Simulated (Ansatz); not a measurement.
Below is a relaxed structure of Cd2HgTe3. The cell was found from a structure generator's guess, not taken from experiment.

All numbers below come from DFT PBE, scalar-relativistic, plane waves, PAW (Ansatz). Cutoff 420 eV, Γ-centred mesh, Gaussian smearing, no spin polarisation.

```
Cd Hg Te
1.0
     4.68998    0.00000    0.00000
    -2.34499    4.06164    0.00000
     0.00000    0.00000   11.47350
Cd Hg Te
2 1 3
Cartesian
  0.0000 0.0000 0.0064
  2.3450 1.3539 3.8249
  0.0000 2.7078 7.6489
  0.0000 0.0000 8.6130
  0.0000 2.7078 4.7689
  2.3450 1.3539 0.9533
```

Energies over the elements count from the elements' standard structures at the same level, with no fitted energy shifts. The references include crystalline Hg.

Q: What space group does it have?

A: P3m1 (No. 156), with Cd and Hg ordered on zinc blende sites. Conventional cell: a = 4.690 Å, c = 11.473 Å. Around Cd on its first site lie 4 Te at 2.87 Å; around Cd on its second site lie 4 Te at 2.87 Å; Hg is surrounded by 4 Te at 2.87–2.88 Å; Te on its first site has 1 Cd at 2.87 Å and 3 Hg at 2.87 Å; 2 more sites not described.

Q: What is its formation energy per atom?

A: −0.37 eV/atom. A negative formation energy is needed for stability but isn't enough: competing phases decide.

Q: Is it a metal?

A: There is no gap on the 12×12×4 mesh, but valence and conduction bands meet within 0.015 eV, so at this level it has a zero gap rather than a metal's Fermi surface.

The last run used a 12×12×4 mesh (in the run's order of axes) for its 6-atom cell and Gaussian smearing of 0.10 eV. These runs have no spin–orbit coupling, which can matter for Hg and Te. The reference form of Te is held partly by dispersion forces, which this level lacks. A structure relaxed within its symmetry needn't be a true minimum.
